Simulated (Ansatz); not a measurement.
Theory: Ansatz, DFT PBE, scalar-relativistic, plane waves, PAW. Settings: cutoff 420 eV, Γ-centred meshes spaced at most about 0.3 Å⁻¹, and about 0.25 Å⁻¹ or finer for metals (2π included), Gaussian smearing. No spin polarisation.

Each guess is relaxed in cell and atoms at zero pressure, on a coarse mesh first where it starts far from rest and then on a converged one. The steps can't lower the symmetry of the start, but it can rise. Energies are static (0 K, no zero-point motion).

Two unrelaxed guesses for BiTe4:

A.

Space group Im-3m (No. 229). a = 6.874 Å, b = 6.874 Å, c = 6.874 Å, α = 90.00°, β = 90.00°, γ = 90.00°
| atom | site | symmetry | x | y | z |
| --- | --- | --- | --- | --- | --- |
| Bi | 2a | m-3m | 0.0000 | 0.0000 | 0.0000 |
| Te | 8c | .-3m | 0.2500 | 0.2500 | 0.2500 |

B.

Space group Cmmm (No. 65). a = 8.663 Å, b = 9.097 Å, c = 3.890 Å, α = 90.00°, β = 90.00°, γ = 90.00°
```csv
atom,site,symmetry,x,y,z
Bi,2a,mmm,0.0000,0.0000,0.0000
Te,4j,m2m,0.5000,0.6894,0.5000
Te,4g,2mm,0.2852,0.0000,0.0000
```

Task: Where do they end, and which end is lower?

Result: B ends lower, by 116 meV/atom. A: Im-3m at 32.5 Å³/atom → Im-3m at 37.7 Å³/atom; B: Cmmm at 30.7 Å³/atom → Cmmm at 34.9 Å³/atom. Counting Te atoms around Bi (those within 1.25 times the shortest such distance or 1.15 times the sum of covalent radii), the end of A has Bi 8 and the end of B has Bi 6. End of A. Conventional cell: a = 7.222 Å. Bi is surrounded by 8 Te at 3.13 Å; around Te lie 2 Bi at 3.13 Å and 6 Te at 3.61 Å. End of B. Conventional cell: a = 8.155 Å, b = 9.441 Å, c = 4.536 Å. Around Bi lie 6 Te at 3.17–3.18 Å; around Te on a site of symmetry 2mm lie 2 Bi at 3.17 Å, 4 Te at 3.31 Å and 1 Te at 3.72 Å; Te on a site of symmetry m2m has 1 Te at 3.08 Å, 1 Bi at 3.18 Å and 4 Te at 3.31 Å.

Ends held by symmetry can be saddle points. Neither end is the lowest form computed: that has space group I4/mmm (No. 139) and lies 28 meV/atom below the better end. Even the lowest of the cells shown lies +0.23 eV/atom against the elements. Spin–orbit coupling, which can matter for Bi and Te, is left out. In Cmmm, Im-3m an odd number of electrons in the primitive cell allows no gap without spin; a larger cell or a magnetic state could open one. Some candidate types were left out of the draw beforehand, so a known form may be missing.
